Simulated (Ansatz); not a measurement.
Input and command of a plane-wave DFT calculation in Ansatz:

```yaml
crystal:
  lattice:
    - [0.0, 3.13248, 3.00196]
    - [3.13248, 0.0, 3.00196]
    - [3.13248, 3.13248, 0.0]
  atoms:
    - { symbol: Na, position: [0.25, 0.25, 0.25] }
    - { symbol: Na, position: [0.75, 0.75, 0.75] }
    - { symbol: S, position: [0.0, 0.0, 0.0] }
basis:
  ecutwfc: 420
kpoints:
  mp_grid: { grid: [8, 8, 8] }
hamiltonian:
  xc: pbesol
scf:
  occupations: { method: gaussian, width: 0.05 }
output:
  forces: true
  stress: true
  eigenvalues: true
```

```bash
ansatz run input.yaml --threads 1 --pin off --max-ram 2560MiB --backend cpu --events-out ev --progress --plain --runs-dir out
```

Processor: Arm Neoverse V2, 1 thread, on a host shared with other jobs.

**Question.** How long does it run, and how much memory does it take?

**Answer.** About 2.1 s on 1 thread of Arm Neoverse V2, with other jobs on the host, peak memory 0.32 GiB. It solves 16 bands at 59 k points (the mesh reduced by symmetry) with about 1171 plane waves, in 7 SCF iterations.
